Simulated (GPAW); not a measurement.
# Mg (Fm-3m) in GPAW: convergence with k mesh

Aim: find how far k mesh must go before the results for Mg settle, at PBE. This setting moves, with any that are tied to it; all else stays.

All numbers are computed with GPAW 26.7.0; they aren't measurements. Logs are shortened: lines on timing, memory, paths and dates and some standing lists are left out, and cuts for length are marked. The log counts tension as positive stress, the text compression.

**1. The crystal as given**

It takes space group Fm-3m (No. 225, cubic). Conventional cell: a = 4.489 Å, b = 4.489 Å, c = 4.489 Å, α = 90.00°, β = 90.00°, γ = 90.00°. Mg (site symmetry m-3m) is surrounded by 12 Mg at 3.17 Å.

This isn't the form of Mg at room conditions, which is hcp.

**2. With k mesh 2 × 2 × 2**

Input file run.py:

```python
from ase.dft.bandgap import bandgap
from ase.io import read, write
from ase.units import GPa
from gpaw import GPAW, PW

atoms = read('POSCAR')

calc = GPAW(mode=PW(800),
            xc='PBE',
            kpts={'size': (2, 2, 2), 'gamma': True},
            occupations={'name': 'fermi-dirac', 'width': 0.05},
            nbands=12,
            convergence={'density': 1e-05, 'energy': 1e-05},
            maxiter=100,
            txt='gpaw.txt')
atoms.calc = calc
energy = atoms.get_potential_energy()
forces = atoms.get_forces()
stress = atoms.get_stress()
calc.write('gs.gpw')
write('result.traj', atoms)
print(f'Energy: {energy:.6f} eV')
print('Forces (eV/A):')
print(forces.round(4))
print('Stress (GPa):', (stress / GPa).round(3))
print('Fermi level:', round(calc.get_fermi_level(), 4), 'eV')
print(f'Gap: {bandgap(calc)[0]:.4f} eV, direct: {bandgap(calc, direct=True)[0]:.4f} eV')
```

Input file POSCAR:

```
Mg
1.0
    0.0000000000      2.2442560000      2.2442560000
    2.2442560000      0.0000000000      2.2442560000
    2.2442560000      2.2442560000      0.0000000000
Mg
1
Direct
    0.0000000000      0.0000000000      0.0000000000
```

Potentials or basis: GPAW PAW data sets (gpaw-data 1.2.1), pw.

Launch:

```
$ OMP_NUM_THREADS=1 python run.py
```

Wall time 3.2 s (1 thread of Intel Xeon Platinum 8259CL at 2.50GHz (Skylake/Cascade Lake), shared host); peak memory 0.13 GiB.

What came out:

```yaml
Free_energy: -0.5736 eV
Pressure: 5.5 GPa
Band_gap_on_the_k_mesh: none (metal or under the smearing width)
```

**3. With k mesh 3 × 3 × 3**

Changes to run.py since step 2:

```diff
@@ -9,3 +9,3 @@
             xc='PBE',
-            kpts={'size': (2, 2, 2), 'gamma': True},
+            kpts={'size': (3, 3, 3), 'gamma': True},
             occupations={'name': 'fermi-dirac', 'width': 0.05},
```

POSCAR is that of step 2.

Potentials or basis: GPAW PAW data sets (gpaw-data 1.2.1), pw.

Launch:

```
$ OMP_NUM_THREADS=1 python run.py
```

It took 3.4 s on 1 thread of Intel Xeon Platinum 8259CL at 2.50GHz (Skylake/Cascade Lake), shared host; peak memory 0.13 GiB.

What came out:

```yaml
Free_energy: -1.4671 eV
Pressure: 0.7 GPa
```

**4. With k mesh 4 × 4 × 4**

Changes to run.py since step 3:

```diff
@@ -9,3 +9,3 @@
             xc='PBE',
-            kpts={'size': (3, 3, 3), 'gamma': True},
+            kpts={'size': (4, 4, 4), 'gamma': True},
             occupations={'name': 'fermi-dirac', 'width': 0.05},
```

POSCAR is that of step 3.

Launch:

```
$ OMP_NUM_THREADS=1 python run.py
```

Wall time 4.4 s (1 thread of Intel Xeon Platinum 8259CL at 2.50GHz (Skylake/Cascade Lake), shared host); peak memory 0.13 GiB.

What came out:

* Free energy: -1.7617 eV
* Pressure: 0.5 GPa
* Band gap on the k mesh: none (metal or under the smearing width)

**5. With k mesh 5 × 5 × 5**

Changes to run.py since step 4:

```diff
@@ -9,3 +9,3 @@
             xc='PBE',
-            kpts={'size': (4, 4, 4), 'gamma': True},
+            kpts={'size': (5, 5, 5), 'gamma': True},
             occupations={'name': 'fermi-dirac', 'width': 0.05},
```

POSCAR is that of step 4.

Launch:

```
$ OMP_NUM_THREADS=1 python run.py
```

It took 4.8 s on 1 thread of Intel Xeon Platinum 8259CL at 2.50GHz (Skylake/Cascade Lake), shared host; peak memory 0.13 GiB.

The run converged. Its results:

| Property | Result |
| --- | --- |
| Free energy | -1.5841 eV |
| Pressure | 1.1 GPa |
| Band gap on the k mesh | none (metal or under the smearing width) |

**6. With k mesh 7 × 7 × 7**

Changes to run.py since step 5:

```diff
@@ -9,3 +9,3 @@
             xc='PBE',
-            kpts={'size': (5, 5, 5), 'gamma': True},
+            kpts={'size': (7, 7, 7), 'gamma': True},
             occupations={'name': 'fermi-dirac', 'width': 0.05},
```

POSCAR is that of step 5.

Potentials or basis: GPAW PAW data sets (gpaw-data 1.2.1), pw.

Launch:

```
$ OMP_NUM_THREADS=1 python run.py
```

Run time: 7.4 s. Hardware: 1 thread of Intel Xeon Platinum 8259CL at 2.50GHz (Skylake/Cascade Lake), shared host; peak memory 0.14 GiB.

The run converged. Its results:

```yaml
Free_energy: -1.6349 eV
Pressure: 0.8 GPa
Band_gap_on_the_k_mesh: none (metal or under the smearing width)
```

**7. With k mesh 8 × 8 × 8**

Changes to run.py since step 6:

```diff
@@ -9,3 +9,3 @@
             xc='PBE',
-            kpts={'size': (7, 7, 7), 'gamma': True},
+            kpts={'size': (8, 8, 8), 'gamma': True},
             occupations={'name': 'fermi-dirac', 'width': 0.05},
```

POSCAR is that of step 6.

Launch:

```
$ OMP_NUM_THREADS=1 python run.py
```

Run time: 9.6 s. Hardware: 1 thread of Intel Xeon Platinum 8259CL at 2.50GHz (Skylake/Cascade Lake), shared host; peak memory 0.14 GiB.

It converged, with:

* Free energy: -1.6107 eV
* Pressure: 0.9 GPa
* Band gap on the k mesh: none (metal or under the smearing width)

**8. With k mesh 9 × 9 × 9**

Changes to run.py since step 7:

```diff
@@ -9,3 +9,3 @@
             xc='PBE',
-            kpts={'size': (8, 8, 8), 'gamma': True},
+            kpts={'size': (9, 9, 9), 'gamma': True},
             occupations={'name': 'fermi-dirac', 'width': 0.05},
```

POSCAR is that of step 7.

Launch:

```
$ OMP_NUM_THREADS=1 python run.py
```

Run time: 11 s. Hardware: 1 thread of Intel Xeon Platinum 8259CL at 2.50GHz (Skylake/Cascade Lake), shared host; peak memory 0.14 GiB.

The run converged. Its results:

```
Free energy            : -1.6047 eV
Pressure               : 0.7 GPa
Band gap on the k mesh : none (metal or under the smearing width)
```

**9. With k mesh 11 × 11 × 11**

Changes to run.py since step 8:

```diff
@@ -9,3 +9,3 @@
             xc='PBE',
-            kpts={'size': (9, 9, 9), 'gamma': True},
+            kpts={'size': (11, 11, 11), 'gamma': True},
             occupations={'name': 'fermi-dirac', 'width': 0.05},
```

POSCAR is that of step 8.

Potentials or basis: GPAW PAW data sets (gpaw-data 1.2.1), pw.

Launch:

```
$ OMP_NUM_THREADS=1 python run.py
```

It took 16 s on 1 thread of Intel Xeon Platinum 8259CL at 2.50GHz (Skylake/Cascade Lake), shared host; peak memory 0.15 GiB.

Results (log left out):

| Property | Result |
| --- | --- |
| Free energy | -1.6076 eV |
| Pressure | 0.9 GPa |
| Band gap on the k mesh | none (metal or under the smearing width) |

**10. With k mesh 14 × 14 × 14**

Changes to run.py since step 9:

```diff
@@ -9,3 +9,3 @@
             xc='PBE',
-            kpts={'size': (11, 11, 11), 'gamma': True},
+            kpts={'size': (14, 14, 14), 'gamma': True},
             occupations={'name': 'fermi-dirac', 'width': 0.05},
```

POSCAR is that of step 9.

Potentials or basis: GPAW PAW data sets (gpaw-data 1.2.1), pw.

Launch:

```
$ OMP_NUM_THREADS=1 python run.py
```

gpaw.txt:

```text
__  _  _
 | _ |_)|_||  |
 |__||  | ||/\| - 26.7.0

Input parameters:
  mode=PW(ecut=800.0),
  convergence={'density': 1e-05, 'energy': 1e-05},
  kpts=MonkhorstPack(size=(14, 14, 14), gamma=True),
  maxiter=100,
  nbands=12,
  occupations=Occupations(name='fermi-dirac', width=0.05),
  xc=XC(name='PBE')

Diagonalizing LCAO Hamiltonian
Converting LCAO to pw mode

       Mg

Atoms  # Å, Bohr magnetons
|   | symbol |        x |        y |        z |    initial magnetic moments |
|---|--------|----------|----------|----------|-----------------------------|
| 0 |     Mg | 0.000000 | 0.000000 | 0.000000 | ( 0.0000,  0.0000,  0.0000) |

Unit cell  # Å
| periodic |        x |        y |        z |  lengths |    angles |
|----------|----------|----------|----------|----------|-----------|
|      yes | 0.000000 | 2.244256 | 2.244256 | 3.173857 | 60.000000 |
|      yes | 2.244256 | 0.000000 | 2.244256 | 3.173857 | 60.000000 |
|      yes | 2.244256 | 2.244256 | 0.000000 | 3.173857 | 60.000000 |

Number of symmetries: 48
Symmetry operations  # r_c * U_cc + t_c -> r_c
|    | kind |            matrix            |
|----|------|------------------------------|
|  0 |  σ   |  1, 0, 0,  1, 0,-1,  1,-1, 0 |
|  1 |  C2  |  1, 0, 0,  1,-1, 0,  1, 0,-1 |
|  2 |  E   |  1, 0, 0,  0, 1, 0,  0, 0, 1 |
|  3 |  σ   |  1, 0, 0,  0, 0, 1,  0, 1, 0 |
|  4 |  C4  |  1, 0,-1,  1, 0, 0,  1,-1, 0 |
|  5 |  S6  |  1, 0,-1,  1,-1, 0,  1, 0, 0 |
|  6 |  σ   |  1, 0,-1,  0, 1,-1,  0, 0,-1 |
|  7 |  C3  |  1, 0,-1,  0, 0,-1,  0, 1,-1 |
|  8 |  S6  |  1,-1, 0,  1, 0, 0,  1, 0,-1 |
|  9 |  C4  |  1,-1, 0,  1, 0,-1,  1, 0, 0 |
| 10 |  C3  |  1,-1, 0,  0,-1, 1,  0,-1, 0 |
| 11 |  σ   |  1,-1, 0,  0,-1, 0,  0,-1, 1 |
| 12 |  σ   |  0, 1, 0,  1, 0, 0,  0, 0, 1 |
| 13 |  C4  |  0, 1, 0,  0, 1,-1, -1, 1, 0 |
| 14 |  C3  |  0, 1, 0,  0, 0, 1,  1, 0, 0 |
| 15 |  S6  |  0, 1, 0, -1, 1, 0,  0, 1,-1 |
| 16 |  C2  |  0, 1,-1,  1, 0,-1,  0, 0,-1 |
| 17 |  σ   |  0, 1,-1,  0, 1, 0, -1, 1, 0 |
| 18 |  S4  |  0, 1,-1,  0, 0,-1,  1, 0,-1 |
| 19 |  C4  |  0, 1,-1, -1, 1, 0,  0, 1, 0 |
| 20 |  C3  |  0, 0, 1,  1, 0, 0,  0, 1, 0 |
| 21 |  σ   |  0, 0, 1,  0, 1, 0,  1, 0, 0 |
| 22 |  S6  |  0, 0, 1,  0,-1, 1, -1, 0, 1 |
| 23 |  C4  |  0, 0, 1, -1, 0, 1,  0,-1, 1 |
| 24 |  S4  |  0, 0,-1,  1, 0,-1,  0, 1,-1 |
| 25 |  C3  |  0, 0,-1,  0, 1,-1,  1, 0,-1 |
| 26 |  C2  |  0, 0,-1,  0,-1, 0, -1, 0, 0 |
| 27 |  S6  |  0, 0,-1, -1, 0, 0,  0,-1, 0 |
| 28 |  S4  |  0,-1, 1,  1,-1, 0,  0,-1, 0 |
| 29 |  C4  |  0,-1, 1,  0, 0, 1, -1, 0, 1 |
| 30 |  C2  |  0,-1, 1,  0,-1, 0,  1,-1, 0 |
| 31 |  σ   |  0,-1, 1, -1, 0, 1,  0, 0, 1 |
| 32 |  C3  |  0,-1, 0,  1,-1, 0,  0,-1, 1 |
| 33 |  S6  |  0,-1, 0,  0, 0,-1, -1, 0, 0 |
| 34 |  S4  |  0,-1, 0,  0,-1, 1,  1,-1, 0 |
| 35 |  C2  |  0,-1, 0, -1, 0, 0,  0, 0,-1 |
| 36 |  C2  | -1, 1, 0,  0, 1, 0,  0, 1,-1 |
| 37 |  S6  | -1, 1, 0,  0, 1,-1,  0, 1, 0 |
| 38 |  S4  | -1, 1, 0, -1, 0, 1, -1, 0, 0 |
| 39 |  C3  | -1, 1, 0, -1, 0, 0, -1, 0, 1 |
| 40 |  S6  | -1, 0, 1,  0, 0, 1,  0,-1, 1 |
| 41 |  C2  | -1, 0, 1,  0,-1, 1,  0, 0, 1 |
| 42 |  C3  | -1, 0, 1, -1, 1, 0, -1, 0, 0 |
| 43 |  S4  | -1, 0, 1, -1, 0, 0, -1, 1, 0 |
| 44 |  C2  | -1, 0, 0,  0, 0,-1,  0,-1, 0 |
| 45 |  i   | -1, 0, 0,  0,-1, 0,  0, 0,-1 |
| 46 |  σ   | -1, 0, 0, -1, 1, 0, -1, 0, 1 |
| 47 |  C2  | -1, 0, 0, -1, 0, 1, -1, 1, 0 |

BZ-sampling:
  Number of BZ points: 2744
  Number of IBZ points: 104

  Monkhorst-Pack size: [14, 14, 14]
  Monkhorst-Pack shift: [0.03571428571428571, 0.03571428571428571, 0.03571428571428571]

K-points  # in reciprocal-cell coordinates
|     |                                coordinates |     weight |
|-----|--------------------------------------------|------------|
|   0 | (  0.00000000,   0.00000000,   0.00000000) | 0.00036443 |
|   1 | (  0.07142857,   0.07142857,   0.00000000) | 0.00218659 |
|   2 | (  0.07142857,   0.07142857,   0.07142857) | 0.00291545 |
|   3 | (  0.14285714,   0.07142857,   0.07142857) | 0.00437318 |
|   4 | (  0.14285714,   0.14285714,   0.00000000) | 0.00218659 |
|   5 | (  0.14285714,   0.14285714,   0.07142857) | 0.00874636 |
|   6 | (  0.14285714,   0.14285714,   0.14285714) | 0.00291545 |
|   7 | (  0.21428571,   0.14285714,   0.07142857) | 0.00874636 |
|   8 | (  0.21428571,   0.14285714,   0.14285714) | 0.00874636 |
|   9 | (  0.21428571,   0.21428571,   0.00000000) | 0.00218659 |
| ... |                                            |            |
| 103 | (  0.50000000,   0.50000000,   0.50000000) | 0.00145773 |

Plane wave coefficients: 1211
Cutoff: 800.0 eV

Spin-components: 1 (collinear spins)
Bands:           12
Projectors:      5
Spin-degeneracy: 2
Datatype:        complex128

Parallelization:
  kpt:    1
  domain: 1
  band:   1

Density:
  Valence electrons: 10.0
  Components: 1
  Grid points: [21 21 21]
  Charge: 0.0  # |e|

Potential:
  Grid points: [21 21 21]

species:
  Mg:
    name:    Magnesium
    Z:       12.0
    valence: 10
    core:    2
    charge:  0.0  # [|e|]
    compensation charges:
      type: gauss
      rc: 0.33  # [Å]
      lmax: 2
    cutoffs:
      filter: 1.86  # [Å]
      core: 0.54  # [Å]
    projectors
    | kind |    occ | energy [eV] | rcut [Å] |
    |------|--------|-------------|----------|
    |   2s |  2.000 |     -79.840 |    1.090 |
    |   3s |  2.000 |      -4.705 |    1.090 |
    |   2p |  6.000 |     -46.613 |    1.085 |
    |   3p |  0.000 |      -1.330 |    1.085 |
    |    d |        |       0.000 |    1.037 |

    Using partial waves for Mg as LCAO basis

Reference energy: -5449.644889  # eV

eigensolver:
  PPCG
  Converge bands: occupied
  niter=2

density mixing:
  MSR1-Mixer
  Pratt-step length: 0.05
  Maximum mixing coefficient: 0.75
  Old densities: 10
  SVD Regularization: 0.005
  Good broyden scale: 1.0
  Trust region scale: 1.0
  Backstep threshold: 4.0
  History deletion threshold: 6.0
  Fourier metric: weight=20.0, sigma=0.015

occupation numbers:
  Fermi-Dirac:
    width: 0.0500  # eV

poisson solver:
  ecut: 6400.0  # eV

xc functional:
[... 9 lines left out ...]
|iter     | |      energy | eigst |  dens |
|---------|-|-------------|-------|-------|
|iter:   1| |   -1.610764 | +0.04 |       |
|iter:   2| |   -1.611010 | -2.30 | -1.59 |
|iter:   3| |   -1.611343 | -2.60 | -1.61 |
|iter:   4| |   -1.612492 | -3.23 | -2.11 |
|iter:   5| |   -1.612514 | -5.08 | -3.09 |
|iter:   6| |   -1.612515c| -6.04 | -3.93 |
|iter:   7| |   -1.612515c| -6.92 | -4.38 |
|iter:   8| |   -1.612515c| -9.13c| -5.96c|

Converged in 8 steps
Energy contributions relative to reference atoms: (reference = -5449.644889)

Energy contributions:
  Kinetic:          -1.266933
  Coulomb:           2.512237
  Zero:             -0.023278
  External:          0.000000
  Xc:               -2.833320
  Entropy:          -0.002444
  Spinorbit:         0.000000
  ----------------------------
  Free energy:      -1.613738
  Extrapolated:     -1.612515

dipole moment: (-6.468654, -6.468654, -6.468654)  # |e|*Ang

Fermi level: 3.634
Eigenvalues  # (at kpt = [0.000, 0.000, 0.000])
| band index |      eig [eV] | occ [0-2] |
|------------|---------------|-----------|
|          0 |       -72.434 |     2.000 |
|          1 |       -39.196 |     2.000 |
|          2 |       -39.196 |     2.000 |
|          3 |       -39.196 |     2.000 |
|          4 |        -3.341 |     2.000 |
|          5 |        16.105 |     0.000 |
|          6 |        16.105 |     0.000 |
|          7 |        16.105 |     0.000 |
|          8 |        18.127 |     0.000 |
|          9 |        18.127 |     0.000 |
|         10 |        18.127 |     0.000 |
|         11 |        18.422 |     0.000 |

No gap
No difference between direct/indirect transitions

Forces  # eV/Ang
|       x |       y |        z |
|---------|---------|----------|
| 0.00000 | 0.00000 | -0.00000 |  # Mg   0

Stress tensor  # eV/Ang^3
|         x |         y |         z |
|-----------|-----------|-----------|
| -0.005178 |  0.000000 |  0.000000 |
|  0.000000 | -0.005178 | -0.000000 |
|  0.000000 | -0.000000 | -0.005178 |

# Writing to gs.gpw (mode='')
```

stdout:

```text
Energy: -1.612515 eV
Forces (eV/A):
[[ 0.  0. -0.]]
Stress (GPa): [-0.83 -0.83 -0.83 -0.    0.    0.  ]
Fermi level: 3.6342 eV
Gap: 0.0000 eV, direct: 0.0000 eV
```

Run time: 28 s. Hardware: 1 thread of Intel Xeon Platinum 8259CL at 2.50GHz (Skylake/Cascade Lake), shared host; peak memory 0.17 GiB.

What came out:

```yaml
Free_energy: -1.6137 eV
Pressure: 0.8 GPa
Band_gap_on_the_k_mesh: none (metal or under the smearing width)
```

**11. Result**

```
      k mesh  energy less the tightest run, at zero smearing (meV/atom)  pressure (GPa)  SCF cycles  CPU time (s)  peak memory (GiB)
   2 × 2 × 2                                                    1053.02            5.54           8           3.2               0.13
   3 × 3 × 3                                                     145.39            0.68           8           3.4               0.13
   4 × 4 × 4                                                    -147.66            0.48           8           4.4               0.13
   5 × 5 × 5                                                      35.16            1.10           8           4.8               0.13
   7 × 7 × 7                                                     -20.68            0.75           8           7.4               0.14
   8 × 8 × 8                                                       5.89            0.85           8           9.6               0.14
   9 × 9 × 9                                                       9.71            0.72           8            11               0.14
11 × 11 × 11                                                       8.76            0.88           8            16               0.15
14 × 14 × 14                                                       0.00            0.83           8            28               0.17
```

Against the tightest run, the pressure stays within 0.1 GPa from 11 × 11 × 11 on. Not settled before the last step: the energy (to 1 meV/atom). Meshes of other sizes hit other points, so gaps and Fermi surfaces needn't settle smoothly. The tightest run that finished is the yardstick and may itself not be fully converged.
